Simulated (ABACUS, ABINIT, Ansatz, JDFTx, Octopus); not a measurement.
# Cost and result for the band gap of GaP

**What was measured.** The band gap of GaP (F-43m) is reported as 2.34 eV at 10 K (arxiv:1810.01194). The runs below try to reproduce it.

It takes space group F-43m (No. 216, cubic). Conventional cell: a = 5.451 Å, b = 5.451 Å, c = 5.451 Å, α = 90.00°, β = 90.00°, γ = 90.00°. Around Ga (site symmetry -43m) lie 4 P at 2.36 Å. Around P (site symmetry -43m) lie 4 Ga at 2.36 Å.

| rung | level | program and potentials | cutoff (eV) | k mesh | task | spin | core time | chip | band gap (eV) | miss (eV) | notes |
| --- | --- | --- | --- | --- | --- | --- | --- | --- | --- | --- | --- |
| GGA | PBEsol | ABINIT, PseudoDojo NC SR PBEsol v0.4.1 standard | 980 | 6 × 6 × 6 | single point | off | 17 s | Intel Xeon 6975P-C Granite Rapids | 1.51 | -0.83 | mesh may miss the edge |
| GGA | BLYP | JDFTx, PseudoDojo-SR-PBE-0.5-standard | 1088 | 8 × 8 × 8 | band structure | off | 19 s | AMD EPYC 9R45 Zen 5 | 1.66 | -0.68 | potentials made for PBE; from the band path |
| GGA | BLYP | ABACUS, PseudoDojo NC SR 0.5 PBE standard, plane waves | 1102 | 6 × 6 × 6 | single point | off | 20 s | Intel Xeon Platinum 8488C Sapphire Rapids | 1.66 | -0.68 | potentials made for PBE; mesh may miss the edge |
| GGA | PBEsol | JDFTx, PseudoDojo-SR-PBEsol-0.4.1-standard | 1088 | 8 × 8 × 8 | band structure | off | 21 s | Intel Xeon 6975P-C Granite Rapids | 1.47 | -0.87 | from the band path |
| GGA | OLYP | ABACUS, PseudoDojo NC SR 0.4.1 PBE standard, plane waves | 1102 | 6 × 6 × 6 | single point | off | 22 s | Intel Xeon Platinum 8488C Sapphire Rapids | 1.95 | -0.39 | potentials made for PBE; mesh may miss the edge |
| GGA | OLYP | ABINIT, JTH PAW PBE v2.0 | 544 | 8 × 8 × 8 | band structure | off | 47 s | Arm Neoverse V2 | 1.89 | -0.45 | potentials made for PBE; from the band path |
| GGA | rPW86PBE | ABINIT, JTH PAW PBE v2.0 | 544 | 8 × 8 × 8 | band structure | off | 48 s | Arm Neoverse V2 | 1.66 | -0.68 | potentials made for PBE |
| GGA | PBEsol | ABINIT, JTH PAW PBE v2.0 | 544 | 8 × 8 × 8 | band structure | off | 51 s | Arm Neoverse V1 | 1.47 | -0.87 | potentials made for PBE; from the band path |
| hybrid | PBE0 | Ansatz, PAW datasets made for the crystal | 270 | 6 × 6 × 6 | single point | off | 1.8 min | Arm Neoverse V2 | 2.96 | +0.62 | mesh may miss the edge |
| GGA | PBE | Octopus, pseudodojo_pbe (PseudoDojo 0.5, PBE) | - | 8 × 8 × 8 | single point | off | 3.6 min | Arm Neoverse V1 | 1.64 | -0.70 | mesh may miss the edge |
| GGA | RPBE | ABINIT, JTH PAW PBE v2.0 | 544 | 8 × 8 × 8 | band structure | SOC, no magnetisation | 5.6 min | Arm Neoverse V1 | 1.66 | -0.68 | potentials made for PBE; from the band path |

Times are single runs on shared hosts and different chips, so they are rough; meshes, cutoffs and the tasks' sizes weigh on the time. Gaps are the least found on the k mesh or the band path, and a mesh can miss the band edges. The cell comes from a database and isn't always the measured one. Meshes differ between rows, which moves values too. All levels ran on this one cell, unrelaxed unless noted. Meshes are those of the run's cell of 2 atoms unless a note names another. Misses use the values as printed. Runs on faulty files, with rough fits or with known faults for this quantity aren't shown.

By rung: GGA 1.47 to 1.95; GGA with SOC 1.66; hybrid 2.96 (eV). Measured: 2.34 eV at 10 K (arxiv:1810.01194). Closest is OLYP with ABACUS, PseudoDojo NC SR 0.4.1 PBE standard, plane waves (-0.39 eV), and PBE misses by -0.70 eV on plain settings. LDA and GGA gaps fall short mostly because these functionals lack the derivative discontinuity; the runs are for a static lattice, while measurements hold temperature and zero-point motion.

Every GGA run underestimates the GaP gap, while PBE0 overshoots it by 0.62 eV. The overshoot probably reflects screening: PBE0 keeps a fixed fraction of unscreened exchange at long range, more than suits a semiconductor whose valence electrons screen this strongly. Sampling is unlikely to account for it, since the PBEsol gaps from mesh and band path differ only slightly, at 1.51 and 1.47 eV.

Within the GGAs, the choice of exchange matters visibly. OLYP and BLYP share the same correlation functional, yet OLYP gives 1.89 to 1.95 eV against 1.66 eV for BLYP. With the cell held fixed, this suggests a different response to density gradients between the P 3p-dominated valence top and the more antibonding, Ga-containing conduction states, not an effect of lattice strain. OLYP's smaller error therefore doesn't establish a better description of the quasiparticle gap. The RPBE result has no counterpart without spin-orbit coupling, so it can't isolate that contribution, though the splitting of a phosphorus-derived valence top is known to be small.
